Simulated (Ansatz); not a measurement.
C: O interstitial

All numbers below come from Ansatz 0.2.0, DFT PBE+D3(BJ), scalar-relativistic, plane waves, PAW. (420 eV cutoff, 4×4×4 k-mesh, shifted by half a step, Gaussian smearing of 0.01 eV, no spin polarisation)

Host crystal, relaxed:

```
C
1.0
     2.13468   -1.23246   -0.01079
     2.13468    1.23246   -0.01079
    -1.40161    0.00000    3.38107
C
2
Direct
  0.83337 0.83337 0.00011
  0.16663 0.16663 0.99989
```

Supercell of 8 atoms, rows in host cell vectors: -1 1 1; 1 -1 1; 1 1 1. Atoms relax at the host's cell, keeping the symmetry that the supercell leaves at the site. The cell is small, so energies carry finite-size errors of tenths of an eV. The host is a metal. Atoms are taken from and returned to the elements' standard states.

Defect: O interstitial set at (0.250, 0.417, 0.562) of the host cell. In charge 0 some atom moved by up to 0.9 Å, so the relaxed defect can differ in kind from the start. Before relaxation its nearest neighbours are 1 C at 1.90 Å, 1 C at 1.91 Å, 1 C at 1.97 Å, 1 C at 2.00 Å, 1 C at 2.12 Å, 1 C at 2.15 Å, 1 C at 2.21 Å.

| charge | E_f at the valence band top (eV) | moment (μB) | largest move (Å) | atoms near the site |
| --- | --- | --- | --- | --- |
| 0 | 2.08 | 0.00 | 0.86 | 1 C at 1.42 Å, 1 C at 1.43 Å, 1 C at 2.27 Å, 2 C at 2.33 Å, 2 C at 2.34 Å, 1 C at 2.87 Å |